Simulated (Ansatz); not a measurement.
# LiNbO₃, one structure, two calculations

Cell: a COD entry whose atoms were relaxed with PBE, the cell held.

Space group R-3c:H (No. 167); a = 5.1378, c = 13.4987 Å, γ = 120.00°.

| site | Wyckoff | site symmetry | x | y | z |
| --- | --- | --- | --- | --- | --- |
| Li | 6a | 32 | 0.0000 | 0.0000 | 0.2500 |
| Nb | 6b | -3. | 0.0000 | 0.0000 | 0.0000 |
| O | 18e | .2 | 0.0382 | 0.3333 | 0.0833 |

One atom of each set is listed; the run and its k-mesh use a cell of 10 atoms with edges of 5.39, 5.39, 5.39 Å.

First run. Computed with Ansatz: DFT, PBE, plane waves and PAW, scalar-relativistic, 420 eV cutoff, Γ-centred 7×7×7 k-points, Fermi–Dirac smearing 0.02 eV.

```json
{"site": "Li", "V_zz (10²¹ V/m²)": "0.27", "η": "0.00"}
{"site": "Nb", "V_zz (10²¹ V/m²)": "0.22", "η": "0.00"}
{"site": "O", "V_zz (10²¹ V/m²)": "0.78", "η": "0.65"}
```

Second run. The same atoms and settings, except that the functional is r2SCAN and the cutoff is 500 eV.

Q: Given the first result, estimate the second.

A: 

| site | V_zz | η | change of V_zz |
| --- | --- | --- | --- |
| Li | 0.27 | 0.00 | 0.00 |
| Nb | 0.33 | 0.00 | +0.11 |
| O | 1.00 | 0.45 | +0.22 |

The largest change of V_zz is on O, from 0.78 to 1.00. In per cent, |V_zz| changes by +29 on O (all sites that start above 0.5). Where |V_zz| stays above 0.1, η moves most on O, from 0.65 to 0.45.

This high-symmetry form of LiNbO3 is unstable when cold, to polar shifts of Li and Nb. The symmetry of the cell holds that distortion back, wholly or in part, and it would change the field gradients, the more the larger the distortion. Without spin–orbit coupling (the program notes it for Nb) the gradients are little affected as a rule: paired runs on crystals with a gap mostly move them by under 2 % at such atoms. With these PAW files V_zz is typically within 2 to 3 % of all-electron values, but misses above 10 % occur on Li.
For the first run: At this cell the PBE pressure is 9 GPa, so with PBE the cell would grow if it were relaxed.
For the second run: At this cell the principal stresses reach 6 GPa in size with r2SCAN, which can matter for small gradients.
